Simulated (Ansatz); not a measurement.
The system is AlO.

```
Al O
1.0
     2.76919    0.00000    0.00000
     0.00000    2.76919    0.00000
     0.00000    0.00000    2.76919
Al O
1 1
Direct
  0.50000 0.50000 0.50000
  0.00000 0.00000 0.00000
```

The cell was built by a generator and needn't be a form met in nature.

* Program: Ansatz 0.2.0
* Task: relaxation of cell and atoms
* Functional: HSE06
* Potentials or basis: Ansatz PAW
* Cutoff: 420 eV (not typed: the program's choice for these potentials)
* k mesh: 5 × 5 × 5
* Occupations: fermi-dirac, width 0.05 eV
* Spin: no spin polarisation

At the start: volume 10.62 Å³/atom.

Question: Where does the relaxation end?

Answer: It ends after 7 steps and the volume is 10.18 Å³/atom (-4.2 %); space group Pm-3m (No. 221, to 0.05 Å).

The path:
```
step  energy change (eV)  largest force (eV/Å)  volume (Å³)
   1              0.0000                0.0000        21.24
   2             -0.0178                0.0000        20.56
   3             -0.0191                0.0000        20.37
   4             -0.0191                0.0000        20.38
   5             -0.0169                0.0000        20.38
   6             -0.0170                0.0000        20.35
   7             -0.0170                0.0000        20.35
```

Final structure:
```cif
data_structure
_symmetry_space_group_name_H-M 'P 1'
_symmetry_Int_Tables_number 1
_cell_length_a 2.7302
_cell_length_b 2.7302
_cell_length_c 2.7302
_cell_angle_alpha 90.000
_cell_angle_beta 90.000
_cell_angle_gamma 90.000
_cell_volume 20.35
loop_
_atom_site_label
_atom_site_type_symbol
_atom_site_fract_x
_atom_site_fract_y
_atom_site_fract_z
_atom_site_occupancy
Al1 Al 0.50000 0.50000 0.50000 1
O1 O 0.00000 0.00000 0.00000 1
```

Caveat: the k mesh is coarse (spacing up to 0.45 Å⁻¹), so the values aren't converged, least of all with exact exchange; the plane-wave basis is chosen anew once the cell has moved, so the energies of steps on either side of that aren't comparable; the pressure holds a Pulay correction of +0.5 GPa for the finite cutoff; an odd number of electrons without spin polarisation forces a metal; a magnetic or distorted state may lie lower; the PAW data sets come from PBE, with cores solved anew for the run's functional, which leaves a small shift of forces and pressure.
